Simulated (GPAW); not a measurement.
Runs of GPAW 26.7.0 on SnTe. The structure is cubic, space group F-43m (No. 216). The conventional cell has a = 7.222 Å, b = 7.222 Å, c = 7.222 Å, α = 90.00°, β = 90.00°, γ = 90.00°. Te (site symmetry -43m) is surrounded by 4 Sn at 3.13 Å. Sn (site symmetry -43m) is surrounded by 4 Te at 3.13 Å. Measurements of this composition are mostly on another form, of space group No. 225.

```csv
task,level,potentials or basis,k mesh,cutoff (eV),smearing,response ecut,maxiter,response k mesh,response bands,kernels,other keys,gap on the mesh (eV),pressure (GPa)
dielectric tensor,PBEsol,"PAW data sets generated in the run's folder for this functional, pw",5 × 5 × 5,450,fermi-dirac 0.001 eV,80 eV,150,16 × 16 × 16,30,"["RPA", "ALDA", "LR0.1"]",-,0.36,-
single point,PBEsol,"PAW data sets generated in the run's folder for this functional, pw",5 × 5 × 5,450,fermi-dirac 0.05 eV,-,120,-,-,-,-,0.36,-2.0
one-shot levels on a semilocal density,r2SCAN,"GPAW PAW data sets (gpaw-data 1.2.1), pw",4 × 4 × 4,500,fermi-dirac 0.05 eV,-,60,-,-,-,"several, not listed",0.16,-
dielectric tensor,PBE,"GPAW PAW data sets (gpaw-data 1.2.1), pw",5 × 5 × 5,500,fermi-dirac 0.001 eV,80 eV,150,16 × 16 × 16,26,"["RPA", "LR0.3", "ALDA"]",-,0.41,-
single point,PBE,"GPAW PAW data sets (gpaw-data 1.2.1), pw",5 × 5 × 5,500,fermi-dirac 0.05 eV,-,120,-,-,-,-,0.41,(a)
```

Alike in all rows: no spin polarisation; cell as given.

Q: Estimate the missing entries.

A: (a) -0.3.

Caveats: spin-orbit coupling is left out, which moves the levels of the heavy elements; the gap is small at this level, which inflates the dielectric constant (some runs); the long-wavelength limit can be off by a per cent or two (some runs); the cutoff is short for stress and forces, so pressures can be off by a GPa or more (some runs); an odd mesh through Γ misses points on the zone boundary, where band edges often lie (some runs); energy and the plain gap are those of the semilocal run (some runs); the hybrids' values are one shot on its orbitals and mesh (some runs).

A k mesh can miss the band edges, and the runs leave out spin-orbit coupling on Sn, Te.
